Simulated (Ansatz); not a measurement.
# A Ca vacancy and an O vacancy, 7.15 Å apart at the start in rocksalt CaO, 62 atoms, charge 0

The calculation used Ansatz 0.2.0, DFT, PBEsol, PAW, plane waves.

Input file:

```yaml
crystal:
  lattice:
    - [9.535200, 0.000000, 0.000000]
    - [0.000000, 9.535200, 0.000000]
    - [0.000000, 0.000000, 9.535200]
  atoms:
    - { symbol: O, position: [0.252914, 0.002151, 0.501520] }
    - { symbol: O, position: [0.252659, 0.501321, 0.001763] }
    - { symbol: O, position: [0.246444, 0.501090, 0.499501] }
    - { symbol: O, position: [0.751804, 0.999526, 0.000666] }
    - { symbol: O, position: [0.748236, 0.998896, 0.498994] }
    - { symbol: O, position: [0.748609, 0.501081, 0.000030] }
    - { symbol: O, position: [0.752283, 0.497927, 0.498246] }
    - { symbol: O, position: [0.002861, 0.250225, 0.000725] }
    - { symbol: O, position: [0.004171, 0.247593, 0.501314] }
    - { symbol: O, position: [0.999935, 0.748988, 0.998517] }
    - { symbol: O, position: [0.997922, 0.750778, 0.504251] }
    - { symbol: O, position: [0.497858, 0.247482, 0.999093] }
    - { symbol: O, position: [0.499584, 0.251284, 0.498254] }
    - { symbol: O, position: [0.501590, 0.749719, 0.002276] }
    - { symbol: O, position: [0.502690, 0.750448, 0.499576] }
    - { symbol: O, position: [0.000539, 0.998262, 0.248983] }
    - { symbol: O, position: [0.998703, 0.998987, 0.747703] }
    - { symbol: O, position: [0.996850, 0.498224, 0.249021] }
    - { symbol: O, position: [0.997133, 0.500235, 0.750269] }
    - { symbol: O, position: [0.500820, 0.000005, 0.249777] }
    - { symbol: O, position: [0.498962, 0.999455, 0.750330] }
    - { symbol: O, position: [0.496786, 0.502600, 0.250752] }
    - { symbol: O, position: [0.497866, 0.500759, 0.753460] }
    - { symbol: O, position: [0.251492, 0.249603, 0.249819] }
    - { symbol: O, position: [0.249261, 0.246121, 0.749194] }
    - { symbol: O, position: [0.250031, 0.748694, 0.252347] }
    - { symbol: O, position: [0.252093, 0.751557, 0.757042] }
    - { symbol: O, position: [0.749545, 0.252529, 0.249514] }
    - { symbol: O, position: [0.746555, 0.249763, 0.747722] }
    - { symbol: O, position: [0.755212, 0.749036, 0.249869] }
    - { symbol: O, position: [0.748746, 0.750162, 0.752259] }
    - { symbol: Ca, position: [0.999556, 0.999125, 0.002495] }
    - { symbol: Ca, position: [0.001339, 0.994628, 0.500663] }
    - { symbol: Ca, position: [0.000879, 0.497133, 0.999409] }
    - { symbol: Ca, position: [0.999310, 0.503729, 0.501005] }
    - { symbol: Ca, position: [0.500769, 0.998356, 0.000072] }
    - { symbol: Ca, position: [0.502171, 0.998851, 0.501007] }
    - { symbol: Ca, position: [0.500754, 0.502326, 0.997805] }
    - { symbol: Ca, position: [0.251736, 0.249966, 0.000356] }
    - { symbol: Ca, position: [0.250644, 0.251365, 0.499070] }
    - { symbol: Ca, position: [0.251770, 0.747514, 0.003556] }
    - { symbol: Ca, position: [0.252038, 0.750664, 0.501195] }
    - { symbol: Ca, position: [0.751248, 0.251345, 0.998735] }
    - { symbol: Ca, position: [0.753486, 0.253488, 0.497920] }
    - { symbol: Ca, position: [0.750132, 0.749126, 0.999682] }
    - { symbol: Ca, position: [0.744548, 0.748279, 0.501341] }
    - { symbol: Ca, position: [0.251417, 0.998970, 0.249000] }
    - { symbol: Ca, position: [0.250230, 0.998225, 0.747848] }
    - { symbol: Ca, position: [0.252659, 0.496464, 0.247701] }
    - { symbol: Ca, position: [0.250431, 0.500876, 0.754270] }
    - { symbol: Ca, position: [0.751936, 0.001765, 0.250083] }
    - { symbol: Ca, position: [0.749634, 0.999537, 0.752419] }
    - { symbol: Ca, position: [0.750409, 0.501475, 0.246608] }
    - { symbol: Ca, position: [0.745714, 0.496432, 0.749833] }
    - { symbol: Ca, position: [0.999104, 0.248182, 0.251391] }
    - { symbol: Ca, position: [0.001848, 0.250634, 0.749655] }
    - { symbol: Ca, position: [0.000683, 0.752067, 0.249651] }
    - { symbol: Ca, position: [0.000877, 0.753079, 0.751082] }
    - { symbol: Ca, position: [0.498464, 0.254644, 0.247762] }
    - { symbol: Ca, position: [0.499259, 0.249053, 0.749670] }
    - { symbol: Ca, position: [0.500717, 0.749761, 0.247675] }
    - { symbol: Ca, position: [0.496524, 0.749905, 0.750786] }
  symmetry: { detect: false }
kpoints:
  mp_grid: { grid: [1, 1, 1], shift: [0.25, 0.25, 0.25] }
hamiltonian:
  xc: pbesol
scf:
  occupations: { method: fermi_dirac, width: 0.01 }
relax:
  f_tol: 0.03
  max_steps: 80
  escape_saddle: false
  adjacent_minimum: "off"
output:
  forces: true
  eigenvalues: true
  populations: true
```

Launch command:

```sh
ansatz run in.yaml --threads 8 --pin off --max-ram 118750MiB --runs-dir r --events-out ev --progress --plain --backend cuda --devices 0, --max-vram 170GiB
```

Output (machine lines and repeated set-up lines are left out; […] marks rows cut from tables):

```
Pseudopotentials: kind: paw
Functional definition: PBEsol
  exchange = pbesol_x
  correlation = pbesol_c
Crystal: 62 atoms, lattice volume = 866.941 Å³
Basis set: ecut = 420 eV, 16879 PW (Γ), exchange–correlation on 128×128×128 points (8 copies of the dense FFT grid, shifted against one another)
Bands: 310, of which v1, the nominal top of the filled ones, is band 248 counted from 1 (247 counted from 0)
Symmetry: 1 space group operations
k-points: 1
Non-local potential: O, projectors of the file, l = 0: 2, l = 1: 2, l = 2: 1
Non-local potential: Ca, projectors of the file, l = 0: 3, l = 1: 2, l = 2: 2
PAW form: soft (Blöchl's): semilocal exchange-correlation on the pseudo side does not see the compensation charge
PAW frozen core: O, regenerated for the run's functional, and the local potential with it (the file was generated under x = pbe(κ = 0.804, μ = 0.2195149727645171), c = pbe(β = 0.06672455060314922))
PAW frozen core: Ca, regenerated for the run's functional, and the local potential with it (the file was generated under x = pbe(κ = 0.804, μ = 0.2195149727645171), c = pbe(β = 0.06672455060314922))
PAW one-centre angular grid: O, 110 points (default); XC on 64 Gauss nodes
PAW one-centre angular grid: Ca, 110 points (default); XC on 64 Gauss nodes
Initial density: superposition of atomic densities (neutral atoms: chi_scale 0, normalization atom), corrected by the library's trained network
Initial wavefunctions: pseudopotential atomic-orbital guess
Functional: x = pbesol(κ = 0.804, μ = 0.12345679012345678), c = pbesol(β = 0.046)
SCF iter   1: F=—  HF=-73093.697313 eV  |F-HF|=—  |Δ(HF+E_count)|=         —  Δρ=1.48e-2  dr2=4.96e0  ethr=1.77e-3  ⟨swp⟩=7.0  Hψ=1289  notcnv=0  defer=44
preconditioner: auto → Resta (q_TF=auto, 2.486 Å⁻¹)  ε∞=3.5  [insulator: Δε(μ)=0.499 eV  Ē_g=16.693 eV  σ=0.010 eV  W_gap=1.00  n_scr=250 (ndim 8)  ℏωp=26.3 eV  f_vac=0.010  D(μ)=0.00/eV (n_scr^D=0)  ε∞_Penn≈3.5]
SCF iter   2: F=—  HF=-73093.328488 eV  |F-HF|=—  |Δ(HF+E_count)|=   3.69e-1  Δρ=2.38e-2  dr2=1.21e1  ethr=1.00e-3  ⟨swp⟩=2.0  Hψ=451  notcnv=0  defer=52  recentre
SCF iter   3: F=—  HF=-73093.078182 eV  |F-HF|=—  |Δ(HF+E_count)|=   2.50e-1  Δρ=9.31e-3  dr2=3.14e0  ethr=1.00e-3  ⟨swp⟩=2.0  Hψ=273  notcnv=0  defer=52
SCF iter   4: F=—  HF=-73092.725063 eV  |F-HF|=—  |Δ(HF+E_count)|=   3.53e-1  Δρ=1.22e-2  dr2=1.91e0  ethr=6.32e-4  ⟨swp⟩=2.0  Hψ=368  notcnv=0  defer=52
SCF iter   5: F=—  HF=-73092.705112 eV  |F-HF|=—  |Δ(HF+E_count)|=   2.00e-2  Δρ=7.85e-3  dr2=1.79e0  ethr=3.86e-4  ⟨swp⟩=1.0  Hψ=258  notcnv=0  defer=52
SCF iter   6: F=—  HF=-73093.103561 eV  |F-HF|=—  |Δ(HF+E_count)|=   3.98e-1  Δρ=1.66e-2  dr2=8.50e0  ethr=3.60e-4  ⟨swp⟩=2.0  Hψ=271  notcnv=0  defer=52  recentre
[…]
relax step   1: F+E_penalty+E_count = -73092.62470311 eV  Δ(F+E_penalty+E_count) = +0.000e0 eV  max|allowed force component| = 2.010e0 eV/Å  Δτ_max = 0.0000 Å  (33 SCF iters, dr2 threshold 2.25e-5 eV, accepted)
Initial density: handed on by an earlier stage of this run
Initial wavefunctions: those handed on with the density
preconditioner: auto → Resta (q_TF=auto, 2.486 Å⁻¹)  ε∞=3.4  [insulator: Δε(μ)=3.188 eV  Ē_g=16.897 eV  σ=0.010 eV  W_gap=1.00  n_scr=250 (ndim 8)  ℏωp=26.3 eV  f_vac=0.008  D(μ)=0.00/eV (n_scr^D=0)  ε∞_Penn≈3.4]
relax step   2: F+E_penalty+E_count = -73096.26560557 eV  Δ(F+E_penalty+E_count) = -3.641e0 eV  max|allowed force component| = 4.377e-1 eV/Å  Δτ_max = 0.1950 Å  (8 SCF iters, dr2 threshold 1.00e-4 eV, accepted)
preconditioner: auto → Resta (q_TF=auto, 2.486 Å⁻¹)  ε∞=3.4  [insulator: Δε(μ)=2.053 eV  Ē_g=16.841 eV  σ=0.010 eV  W_gap=1.00  n_scr=250 (ndim 8)  ℏωp=26.3 eV  f_vac=0.023  D(μ)=0.00/eV (n_scr^D=0)  ε∞_Penn≈3.4]
SCF 3 converged in 7 iterations: F = -73096.375622 eV  dr2 = 1.36e-6
  greatest PAW one-centre occupation: 0.996 electrons in one spin orbital (limit 2), on the Ca atom at site 46 (counted from 0), in its partial waves of l = 0
relax step   3: F+E_penalty+E_count = -73096.37562168 eV  Δ(F+E_penalty+E_count) = -1.100e-1 eV  max|allowed force component| = 3.090e-1 eV/Å  Δτ_max = 0.0515 Å  (7 SCF iters, dr2 threshold 1.20e-5 eV, accepted)
[…]
preconditioner: auto → Resta (q_TF=auto, 2.486 Å⁻¹)  ε∞=3.4  [insulator: Δε(μ)=1.693 eV  Ē_g=16.838 eV  σ=0.010 eV  W_gap=1.00  n_scr=250 (ndim 8)  ℏωp=26.3 eV  f_vac=0.023  D(μ)=0.00/eV (n_scr^D=0)  ε∞_Penn≈3.4]
[…]
SCF 4 converged in 7 iterations: F = -73096.435885 eV  dr2 = 2.67e-7
  greatest PAW one-centre occupation: 0.996 electrons in one spin orbital (limit 2), on the Ca atom at site 31 (counted from 0), in its partial waves of l = 0
relax step   4: F+E_penalty+E_count = -73096.43588450 eV  Δ(F+E_penalty+E_count) = -6.026e-2 eV  max|allowed force component| = 9.250e-2 eV/Å  Δτ_max = 0.0393 Å  (7 SCF iters, dr2 threshold 5.97e-6 eV, accepted)
[…]
preconditioner: auto → Resta (q_TF=auto, 2.486 Å⁻¹)  ε∞=3.4  [insulator: Δε(μ)=1.676 eV  Ē_g=16.824 eV  σ=0.010 eV  W_gap=1.00  n_scr=250 (ndim 8)  ℏωp=26.3 eV  f_vac=0.023  D(μ)=0.00/eV (n_scr^D=0)  ε∞_Penn≈3.4]
SCF iter   2: F=—  HF=-73096.440723 eV  |F-HF|=—  |Δ(HF+E_count)|=   1.19e-3  Δρ=3.75e-4  dr2=1.00e-3  ethr=1.10e-6  ⟨swp⟩=2.0  Hψ=560  notcnv=0  defer=58
SCF iter   3: F=—  HF=-73096.441029 eV  |F-HF|=—  |Δ(HF+E_count)|=   3.06e-4  Δρ=1.88e-4  dr2=2.95e-4  ethr=2.02e-7  ⟨swp⟩=2.0  Hψ=468  notcnv=0  defer=58
SCF iter   4: F=—  HF=-73096.440472 eV  |F-HF|=—  |Δ(HF+E_count)|=   5.56e-4  Δρ=4.48e-5  dr2=1.41e-5  ethr=5.94e-8  ⟨swp⟩=2.0  Hψ=467  notcnv=0  defer=58
SCF iter   5: F=—  HF=-73096.442166 eV  |F-HF|=—  |Δ(HF+E_count)|=   1.69e-3  Δρ=1.96e-5  dr2=2.38e-6  ethr=2.85e-9  ⟨swp⟩=2.0  Hψ=500  notcnv=0  defer=58
SCF iter   6: F=—  HF=-73096.442167 eV  |F-HF|=—  |Δ(HF+E_count)|=   1.57e-6  Δρ=1.61e-5  dr2=1.95e-6  ethr=4.80e-10  ⟨swp⟩=2.0  Hψ=469  notcnv=0  defer=58
SCF iter   7: F=-73096.442167 eV  HF=-73096.442167 eV  |F-HF|=2.82e-8  |Δ(HF+E_count)|=   2.54e-7  Δρ=2.68e-6  dr2=4.96e-8  ethr=2.02e-11  ⟨swp⟩=10.0  Hψ=1411  notcnv=0
SCF 5 converged in 7 iterations: F = -73096.442167 eV  dr2 = 4.96e-8
relax step   5: F+E_penalty+E_count = -73096.44216708 eV  Δ(F+E_penalty+E_count) = -6.283e-3 eV  max|allowed force component| = 1.680e-2 eV/Å  Δτ_max = 0.0106 Å  (7 SCF iters, accepted)
SCF converged after 7 iterations
Free energy (F): -73096.442167 eV
Harris-Foulkes:  -73096.442167 eV  (|F-HF|=2.82e-8)
Internal energy: -73096.442167 eV  (E = F + TS)
E sigma→0 (E₀):  -73096.442167 eV
Fermi energy:    8.592067 eV
--- Per-component energies (eV) ---
  E_band       = -3190.082601
  E_kinetic    = 14126.176461
  E_local      = -28987.625310  (includes V_loc(G=0)·N_el)
  E_nonlocal   = 3500.779582
  E_hartree    = 9772.058723
  E_xc         = -6531.041387
  E_vxc        = -8261.587505  (∫ρ·V_xc dr)
  E_paw        = -30660.516958  (= ΣΔE_a)
  E_vpaw       = -3112.022993  (= ΣTr[D̂ρ^β])
  E_aug_tail   = 0.074761  (compensation charges beyond the density's cutoff)
  E_ewald      = -34321.124588
  E_core_change = 4.776549  (= ΣΔE_core)
  E_smearing   = -0.000000  (= −TS)
  E_closure    = 0.000000  (closes the sum)
  Σ components = -73096.442167   (vs F -73096.442167, Δ=0.00e0)
--- Forces (eV/Å), atoms counted from 1 ---
  atom   1  O      0.00301208     0.00054645    -0.00120954
  atom   2  O      0.00348225    -0.00040905    -0.00007325
  atom   3  O      0.00548379     0.00088226    -0.00014513
  atom   4  O      0.00311796     0.00084943     0.00047822
  atom   5  O      0.00219705     0.00035081     0.00007379
  atom   6  O      0.00266392    -0.00029404    -0.00064613
  atom   7  O     -0.00997785    -0.00008903    -0.00044569
  atom   8  O     -0.00160895     0.00084982    -0.00001156
  atom   9  O     -0.00127208     0.00155484     0.00027353
  atom  10  O     -0.00179661    -0.00071933    -0.00030851
  atom  11  O     -0.00098699    -0.00117861     0.00047431
  atom  12  O      0.00084978    -0.00386211     0.00051254
  atom  13  O      0.00423626     0.00072487    -0.00014066
  atom  14  O      0.00088498     0.00260353     0.00043468
  atom  15  O      0.00319424    -0.00110813     0.00020511
  atom  16  O     -0.00286430     0.00014537     0.00061164
  atom  17  O     -0.00175619     0.00028437    -0.00096047
  atom  18  O     -0.00032411    -0.00013711     0.00132988
  atom  19  O     -0.00065743    -0.00007207    -0.00143679
  atom  20  O      0.00063000     0.00017145    -0.00323606
  atom  21  O      0.00112275     0.00061771     0.00271498
  atom  22  O      0.00417052     0.00005775     0.00130444
  atom  23  O      0.00335007    -0.00048881    -0.00149575
  atom  24  O     -0.00285403     0.00202325     0.00271274
  atom  25  O     -0.00315847     0.00218801    -0.00210016
  atom  26  O     -0.00363134    -0.00314517     0.00134867
  atom  27  O     -0.00290406    -0.00236856    -0.00259991
  atom  28  O      0.00194482     0.00537209     0.00514465
  atom  29  O      0.00169385     0.00547545    -0.00559678
  atom  30  O      0.00271387    -0.00541461     0.00544306
  atom  31  O      0.00228102    -0.00554205    -0.00500946
  atom  32  Ca     0.01680500    -0.00037616     0.00092583
  atom  33  Ca    -0.00000448     0.00006055    -0.00029951
  atom  34  Ca    -0.00007847    -0.00041112    -0.00003502
  atom  35  Ca     0.00075193    -0.00048617    -0.00001958
  atom  36  Ca    -0.01378263    -0.00005443    -0.00011627
  atom  37  Ca     0.00039684    -0.00004668     0.00039828
  atom  38  Ca    -0.00063028     0.00056519     0.00045686
  atom  39  Ca    -0.00183683    -0.01219786    -0.00022406
  atom  40  Ca    -0.00200733    -0.00287238    -0.00052503
  atom  41  Ca    -0.00119612     0.01296868     0.00050230
  atom  42  Ca    -0.00222432     0.00308727     0.00052015
  atom  43  Ca    -0.00036192    -0.00388876     0.00023097
  atom  44  Ca    -0.00103688    -0.00458564     0.00024265
  atom  45  Ca    -0.00097593     0.00365882    -0.00018340
  atom  46  Ca    -0.00118869     0.00489311    -0.00038707
  atom  47  Ca    -0.00140463     0.00056342    -0.01194835
  atom  48  Ca    -0.00090075    -0.00049846     0.01257068
  atom  49  Ca    -0.00168178    -0.00065053    -0.00265394
  atom  50  Ca    -0.00247442     0.00030129     0.00365920
  atom  51  Ca    -0.00008599    -0.00037477    -0.00370157
  atom  52  Ca    -0.00046424     0.00043056     0.00385096
  atom  53  Ca    -0.00126999    -0.00028082    -0.00430263
  atom  54  Ca    -0.00148768    -0.00035437     0.00479789
  atom  55  Ca     0.00200891    -0.00813663    -0.00850810
  atom  56  Ca     0.00196998    -0.00806571     0.00818499
  atom  57  Ca     0.00166230     0.00871277    -0.00822930
  atom  58  Ca     0.00205689     0.00794861     0.00843103
  atom  59  Ca    -0.00129736    -0.00493452    -0.00513777
  atom  60  Ca    -0.00101018    -0.00510006     0.00488186
  atom  61  Ca    -0.00047898     0.00512500    -0.00471952
  atom  62  Ca    -0.00095898     0.00512294     0.00370626
  max |Σ_I F_I| component: 4.98e-5 eV/Å
--- Band table (eV) ---
  k-point 0: bands = ["-30.1829", "-30.1693", "-30.1684", "-30.1615", "-30.1593", "-30.0238", "-29.9685", "-29.9679", "-29.9636", "-29.9515", "-29.8241", "-29.7920", "-29.7918", "-29.7683", "-29.7660", "-29.7547", "-29.7283", "-29.7265", "-29.7227", "-29.7171", "-29.6676", "-29.6400", "-29.6399", "-29.6079", "-29.5933", "-29.5864", "-29.5858", "-29.5846", "-29.3007", "-29.2995", "-29.1321", "-12.1 …
--- Relaxed structure (5 steps of the walk, 5 accepted, 0 SCFs on fresh bases) ---
  F+E_penalty+E_count = -73096.44216708 eV   max|allowed force component| = 1.680e-2 eV/Å
  atoms:
    - { symbol: O, position: [0.24769034222534342, -0.00018217443284816118, 0.5002293845603737] }
    - { symbol: O, position: [0.24767660355534002, 0.49987841115956166, 0.00017721860056394182] }
    - { symbol: O, position: [0.23427075188541024, 0.49984139868145094, 0.5001985688286901] }
    - { symbol: O, position: [0.7506524861572874, 0.9998500968104975, 0.00019393071532921837] }
    - { symbol: O, position: [0.7522724824974222, 0.9998817188598834, 0.5001926351409142] }
    - { symbol: O, position: [0.7522675961270616, 0.4998626294176522, 0.00024553137516029834] }
    - { symbol: O, position: [0.7664325535164846, 0.49987456185492046, 0.5002256998403563] }
    - { symbol: O, position: [0.004933485048752461, 0.2445038050876678, 0.00020587093786155765] }
    - { symbol: O, position: [0.0016157567816421556, 0.2463418758825334, 0.5002025851299247] }
    - { symbol: O, position: [1.0049703782607786, 0.7552633820887066, 1.0002211944560433] }
    - { symbol: O, position: [1.0016775255266344, 0.7533634911411237, 0.5001986571617818] }
    - { symbol: O, position: [0.49578053715674153, 0.24338851746509058, 1.0001487664585385] }
    - { symbol: O, position: [0.49849424419140237, 0.232328894551951, 0.5001852977352483] }
    - { symbol: O, position: [0.49581358266646025, 0.7563207198477363, 0.0002109085025824357] }
    - { symbol: O, position: [0.498545773082867, 0.7673889789088123, 0.5002095191005204] }
    - { symbol: O, position: [0.004960516354902905, 0.9998663212096989, 0.24484080220653473] }
    - { symbol: O, position: [1.00496732009968, 0.9998715741239351, 0.7556023516128886] }
    - { symbol: O, position: [1.001593901873321, 0.4998726349789392, 0.24669227714051944] }
    - { symbol: O, position: [1.0016657278385368, 0.49987024449637446, 0.7537117703113657] }
    - { symbol: O, position: [0.49577950067709964, -0.0001755798521961442, 0.24371225907055546] }
    - { symbol: O, position: [0.49581010539307646, 0.9998712288169456, 0.7566570703588189] }
    - { symbol: O, position: [0.4984878822865898, 0.49984304147149505, 0.23266239468691066] }
    - { symbol: O, position: [0.4985452007128346, 0.4998800062824688, 0.7677360336974525] }
    - { symbol: O, position: [0.25051142150866806, 0.24585326036583155, 0.24617967186419062] }
    - { symbol: O, position: [0.2505188707348562, 0.2458683503608278, 0.754213618815053] }
    - { symbol: O, position: [0.2505258386331934, 0.753886378510697, 0.24622007055825662] }
    - { symbol: O, position: [0.25051688335025807, 0.7538928512295716, 0.754241304748832] }
    - { symbol: O, position: [0.7497722134465699, 0.24870342110480842, 0.24904803480613075] }
    - { symbol: O, position: [0.7497770222368249, 0.24869394317880794, 0.751356510638166] }
    - { symbol: O, position: [0.749758622496937, 0.751016634822847, 0.24903416964917188] }
    - { symbol: O, position: [0.7497719276117852, 0.7510135680167366, 0.7513467228267379] }
    - { symbol: Ca, position: [0.980417926026858, 0.9998884145728854, 0.0002100627403249703] }
    - { symbol: Ca, position: [-0.003716827881926336, 0.9998475415675896, 0.5002041159984153] }
    - { symbol: Ca, position: [-0.003719215624557144, 0.4998691256252696, 1.0001954659623489] }
    - { symbol: Ca, position: [0.999402624738004, 0.49986639464133176, 0.5001985099553029] }
    - { symbol: Ca, position: [0.5192738263556194, 0.9998335656993275, 0.0001684919273180979] }
    - { symbol: Ca, position: [0.5044708785028177, 0.999858027434499, 0.5002005416426529] }
    - { symbol: Ca, position: [0.5044887716334165, 0.499856826479221, 1.0001984458231832] }
    - { symbol: Ca, position: [0.25205118584538977, 0.27120450119265826, 0.00020943533332587418] }
    - { symbol: Ca, position: [0.2574354539430295, 0.2601059363536258, 0.5002391714625288] }
    - { symbol: Ca, position: [0.25207987710877594, 0.7285417087101987, 0.00022420387638437725] }
    - { symbol: Ca, position: [0.25736491309523335, 0.7396888069407447, 0.5002057416813519] }
    - { symbol: Ca, position: [0.7482281023704515, 0.25553118866067814, 1.0002033995433612] }
    - { symbol: Ca, position: [0.742935159233213, 0.2584158726210469, 0.5002030210356817] }
    - { symbol: Ca, position: [0.7482153942064129, 0.7441807312085061, 1.000170690888406] }
    - { symbol: Ca, position: [0.74283982704071, 0.7412219278305844, 0.500171268754402] }
    - { symbol: Ca, position: [0.2520472165107016, 0.9998598106273813, 0.27154288690068823] }
    - { symbol: Ca, position: [0.25207734803776977, 0.9998964210041763, 0.7288917924439927] }
    - { symbol: Ca, position: [0.257431590937788, 0.4999016125958129, 0.26044678348717465] }
    - { symbol: Ca, position: [0.25736153888130253, 0.49986251113436114, 0.7400242612359261] }
    - { symbol: Ca, position: [0.7482200203680829, -0.0001301880140572923, 0.25586686669400266] }
    - { symbol: Ca, position: [0.7482017939740587, 0.999816415366052, 0.7445094401340108] }
    - { symbol: Ca, position: [0.7429350690240917, 0.49987167067367605, 0.25875481029876624] }
    - { symbol: Ca, position: [0.7428572669009743, 0.49983709357568323, 0.7415654230559791] }
    - { symbol: Ca, position: [1.0002755221010422, 0.2520541034438653, 0.2523998193766123] }
    - { symbol: Ca, position: [0.0002313886904371685, 0.25202165839798113, 0.7480279198070092] }
    - { symbol: Ca, position: [0.0002361068299345096, 0.7476898789734259, 0.25236149981292655] }
    - { symbol: Ca, position: [0.00021633375969513027, 0.7476752690654977, 0.7480070442007997] }
    - { symbol: Ca, position: [0.5001566656599038, 0.2564082375399609, 0.2567472405071711] }
    - { symbol: Ca, position: [0.5001397903308993, 0.25633738106675164, 0.7437428166320281] }
    - { symbol: Ca, position: [0.5001294730197879, 0.7434026128943342, 0.25666558551940244] }
    - { symbol: Ca, position: [0.5000979244453186, 0.7433157556744, 0.7436744117330466] }
--- Löwdin populations: 62 sites ---
  site symbol       q [e]
     0      O      7.3015
     1      O      7.3015
[…]
    60     Ca      8.3541
    61     Ca      8.3540
  spilling = 0.020614 (of n_electrons = 496.000000)
```

Absolute energies hang on the potentials; compare differences alone.

One k point and one spin start were run, so the state needn't be the lowest, and an added charge can sit in a band of the host.

Time: 4.6 s of wall time on one NVIDIA GB200 with 8 processor threads, on a host shared with other runs; peak host memory 1.8 GiB.
